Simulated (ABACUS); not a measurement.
## HgTe (Coloradoite) under changes of volume

One of the cells (33.215 Å³/atom); the others are scaled copies at fixed shape and fractional positions:

```
CELL_PARAMETERS angstrom
0.00000 3.21450 3.21450
3.21450 0.00000 3.21450
3.21450 3.21450 0.00000
ATOMIC_POSITIONS crystal
Hg 0.00000 0.00000 0.00000
Te 0.75000 0.75000 0.75000
```

| Quantity | Value |
| --- | --- |
| Program | ABACUS 3.10.1 |
| Functional | PBE |
| Potentials or basis | PseudoDojo NC SR 0.4.1 PBE standard |
| Cutoff | 1129 eV |
| Density cutoff | 4517 eV |
| Basis | plane waves |
| k mesh | 7 × 7 × 7 |
| Occupations | fermi-dirac, width 0.05 eV |
| Spin | no spin polarisation |

| volume (Å³/atom) | energy over the lowest point (meV/atom) | pressure (GPa) |
| --- | --- | --- |
| 31.223 | ? | ? |
| 31.887 | 86.77 | 7.1 |
| 32.551 | 59.93 | 5.8 |
| 33.215 | 38.37 | 4.6 |
| 33.880 | 21.51 | 3.5 |
| 34.544 | 8.87 | 2.6 |
| 35.208 | 0.00 | 1.7 |

What does the run at 31.223 Å³/atom give?

Energy over the lowest point 119.52 meV/atom; pressure 8.7 GPa.

Worked out: A Birch-Murnaghan fit of order 3 (a polynomial in V^(-2/3)) to the other rows has no minimum within the range. It gives 119.54 meV/atom at 31.223 Å³/atom, against the run's 119.52, and -dE/dV = 8.7 GPa, against 8.7.

Energies are extrapolated to zero smearing.
